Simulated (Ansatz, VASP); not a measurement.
**One calculation of CoO, two programs**

INCAR

```
PREC = Accurate
ENCUT = 520
EDIFF = 1E-6
ISMEAR = 0
SIGMA = 0.05
LREAL = F
LASPH = T
NELM = 150
ALGO = Normal
ISIF = 2
LWAVE = F
LCHARG = F
ISPIN = 2
MAGMOM = 2.88 0.24
LORBIT = 11
LMAXMIX = 4
LDAU = T
LDAUTYPE = 2
LDAUL = 2 -1
LDAUU = 3.3 0
LDAUJ = 0 0
LDAUPRINT = 1
GGA = PE
NBANDS = 18
```

The input KPOINTS:

```
regular mesh
0
Gamma
  10 10 10
```

The input POSCAR:

```
CoO
1.0
    0.0000000000      2.1628257023      2.1628257023
    2.1628257023      0.0000000000      2.1628257023
    2.1628257023      2.1628257023      0.0000000000
Co O
1 1
Direct
    0.0000000000      0.0000000000      0.0000000000
    0.5000000000      0.5000000000      0.5000000000
```

Input for Ansatz:

```yaml
crystal:
  lattice:
    - [0.0, 2.1628257023, 2.1628257023]
    - [2.1628257023, 0.0, 2.1628257023]
    - [2.1628257023, 2.1628257023, 0.0]
  atoms:
    - { symbol: Co, position: [0.0, 0.0, 0.0], spin: 2.88 }
    - { symbol: O, position: [0.5, 0.5, 0.5] }
basis:
  ecutwfc: 420
  ecutrho_ratio: 4
kpoints:
  mp_grid: { grid: [10, 10, 10] }
hamiltonian:
  xc: pbe
  hubbard:
    sites:
      - { species: Co, l: d, u_eff: 3.3, starting_ns: start.occupation_matrices }
    ns_hold: { iters: 6 }
scf:
  occupations: { method: gaussian, width: 0.05 }
  lower_state_search: "off"
output:
  forces: true
  stress: true
  eigenvalues: true
  populations: true
  hubbard: { sites: [{ species: Co, l: d }] }
magnetization:
  spin_polarized: true
```

Alike in both runs: task single point; functional PBE; k mesh 10 × 10 × 10; occupations gaussian, width 0.05 eV; collinear spin; Hubbard terms Co d U = 3.3 eV.

```csv
,VASP,Ansatz
version,VASP 6.6.1,Ansatz 0.2.0
potentials or method,"VASP PAW PBE potentials, release 64 (Co, O)","scalar-relativistic, plane waves, PAW"
plane-wave cutoff (eV),520,420
valence electrons in the cell,15,23
```

|  | VASP | Ansatz | Ansatz less VASP |
| --- | --- | --- | --- |
| pressure (GPa) | -9.0 | 0.0 | +9.03 |
| largest component of the traceless stress (GPa) | 0.00 | 0.68 | +0.682 |
| net moment per atom (μB) | 1.50 | 1.50 | 0.000 |
| size of the moment on the site where the two differ most (μB) | 2.73 | 2.62 | -0.116 |

Site moments also hang on the region over which each program counts them. The programs project onto different local orbitals, so the same U acts differently. The two sets of potentials don't hold the same shells in valence. Ansatz warned: «symmetry_narrowed_by_occupation_matrices».

Caveats: a cell with one magnetic atom can't hold antiferromagnetic order, which such compounds often take. The state reached can hang on the start; a lower one may exist.
